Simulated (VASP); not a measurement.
Crystal: ZrS2.

```
Zr S
1.0
     3.69138    0.00000    0.00000
    -1.84569    3.19683    0.00000
     0.00000    0.00000    6.04108
Zr S
1 2
Cartesian
  0.0000 0.0000 0.0000
  0.0000 2.1312 1.4372
  1.8457 1.0656 4.6038
```

The cell is a database's computed one.

Base run:

| Property | Result |
| --- | --- |
| Program | VASP 6.6.1 |
| Functional | PBE |
| Potentials or basis | VASP PAW PBE potentials, release 64 (Zr_sv, S) |
| Cutoff | 520 eV |
| k mesh | 8 × 8 × 6 |
| Occupations | gaussian, width 0.02 eV |
| Spin | no spin polarisation |

Its results: band gap on the k mesh 1.03 eV, indirect (least direct gap 1.64 eV).

Problem. The run is repeated on the same cell with these changes: functional from PBE to TB-mBJ. What comes out?

Solution. Band gap on the k mesh 1.58 eV, indirect (least direct gap 2.07 eV).
